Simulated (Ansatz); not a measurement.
**TiSi under pressure: fit and missing row**

TiSi, Cmmm, a = 3.601 Å, b = 4.143 Å, c = 3.789 Å. The structure is a COD entry; whether it is the stable form wasn't checked. Ansatz: PBEsol, PAW, 420 eV, Γ-centred 10×6×10 mesh on 8 atoms, Gaussian smearing 0.10 eV; no spin polarisation. Cell and atoms are relaxed at each pressure, and no other structure is tried, so the rows at high pressure may lie past a change of phase.

| V (Å³/atom) | P (GPa) |
| --- | --- |
| 12.618 | 20.00 |
| 13.273 | 9.96 |
| ? | 4.98 |
| 13.931 | 2.03 |
| 14.132 | 0.00 |
| 14.349 | -2.01 |

Take V0 = 14.132 Å³/atom, fit the third-order Birch–Murnaghan form to the other rows, and predict the missing volume.

With the Eulerian strain f = ½[(V0/V)^(2/3) − 1] and y = P/[3f(1 + 2f)^(5/2)], the form is the line y = B0 + 1.5 B0 (B0′ − 4) f. Rows (f, y): 0.03924, 140.7; 0.02135, 140.1; 0.00480, 137.6; -0.00505, 136.1. Means f = 0.01509, y = 138.62; Σ(Δf)² = 0.001134, ΣΔfΔy = 0.1207; the slope is their ratio. y = 137.0 + 106.5 f GPa, so B0 = 137.0 GPa and B0′ = 4 + 2 × (106.5)/(3 × 137.0) = 4.52. P = 4.98 GPa is met at f = 0.01136 (y = 138.21), so V = V0 (1 + 2f)^(−3/2) = 13.664 Å³/atom. The run gave 13.665 Å³/atom, so the fit is 0.001 Å³/atom too low, within the rms miss on the fitted rows (0.003 Å³/atom).